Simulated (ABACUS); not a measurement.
BN:

```
N B
1.0
     0.00000    1.81300    1.81300
     1.81300    0.00000    1.81300
     1.81300    1.81300    0.00000
N B
1 1
Direct
  0.25000 0.25000 0.25000
  0.00000 0.00000 0.00000
```

The cell is a database's computed one.

| Quantity | Value |
| --- | --- |
| Program | ABACUS 3.10.1 |
| Task | single point |
| Functional | PBE |
| Potentials or basis | PseudoDojo NC SR 0.4.1 PBE standard |
| Cutoff | 1143 eV |
| Density cutoff | 4572 eV |
| Basis | plane waves |
| k mesh | 13 × 13 × 13 |
| Occupations | fermi-dirac, width 0.05 eV |
| Spin | no spin polarisation |

On this cell: pressure -0.8 GPa; largest force zero by symmetry; band gap on the k mesh 4.60 eV, indirect (least direct gap 8.83 eV).

The same run follows on a disturbed copy (atoms moved at random, drawn with an rms of 0.05 Å):

```
N B
1.0
     0.00000    1.81300    1.81300
     1.81300    0.00000    1.81300
     1.81300    1.81300    0.00000
N B
1 1
Direct
  0.26768 0.26067 0.22873
  0.97937 0.02168 0.00165
```

What changes?

The energy moves by +45.5 meV/atom; pressure 1.4 GPa; largest force 2.279 eV/Å; band gap on the k mesh 3.96 eV, indirect (least direct gap 7.84 eV).

Forces in eV/Å, atoms in the order of the input:
```
N    1.581 -0.955 -1.336
B   -1.581  0.955  1.336
```

Stress tensor (GPa, compression positive):
```
 1.24 -2.07 -2.48
-2.07  1.63  2.08
-2.48  2.08  1.41
```

Caveats: an odd mesh through Γ misses points on the zone boundary, where band edges often lie.
